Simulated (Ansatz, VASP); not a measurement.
Two plane-wave programs on Pd

The input INCAR:

```
  PREC = Accurate
  ENCUT = 520
  EDIFF = 1E-6
  ISMEAR = 0
  SIGMA = 0.1
  LREAL = False
  LASPH = True
  NELM = 80
  ALGO = Fast
  ISIF = 2
  LWAVE = False
  LCHARG = False
  GGA = PS
  NBANDS = 11
```

File KPOINTS:

```
regular mesh
0
Gamma
  8 8 8
```

Contents of POSCAR:

```
Pd
1.0
    0.0000000000      1.9586507900      1.9586507900
    1.9586507900      0.0000000000      1.9586507900
    1.9586507900      1.9586507900      0.0000000000
Pd
1
Direct
    0.0000000000      0.0000000000      0.0000000000
```

Input for Ansatz:

```yaml
crystal:
  lattice:
    - [0.0, 1.95865079, 1.95865079]
    - [1.95865079, 0.0, 1.95865079]
    - [1.95865079, 1.95865079, 0.0]
  atoms:
    - { symbol: Pd, position: [0.0, 0.0, 0.0] }
basis:
  ecutwfc: 420
kpoints:
  mp_grid: { grid: [8, 8, 8] }
hamiltonian:
  xc: pbesol
  pseudopotentials: { kind: paw, azcp: { folder: soft_1 } }
scf:
  occupations: { method: gaussian, width: 0.1 }
output:
  forces: true
  stress: true
  eigenvalues: true
```

Alike in both runs: task single point; functional PBEsol; k mesh 8 × 8 × 8; occupations gaussian, width 0.1 eV; no spin polarisation.

|  | VASP | Ansatz |
| --- | --- | --- |
| version | VASP 6.6.1 | Ansatz 0.2.0 |
| potentials or method | VASP PAW PBE potentials, release 64 (Pd) | scalar-relativistic, plane waves, PAW |
| plane-wave cutoff (eV) | 520 | 420 |
| valence electrons in the cell | 10 | 18 |

```tsv
	VASP	Ansatz	Ansatz less VASP
gap on the k mesh at the Fermi level (eV)	none	none	-
pressure (GPa)	-5.5	-5.2	+0.24
```

A gap of «none» marks a metal or a gap that the smearing closes. With one functional, cell and mesh, what is left measures potentials, basis and numerics. The two sets of potentials don't hold the same shells in valence. Ansatz warned: «pseudo_functional_mismatch».

Caveats: the PAW data sets were made with another functional, which shifts forces and pressure a little (VASP).
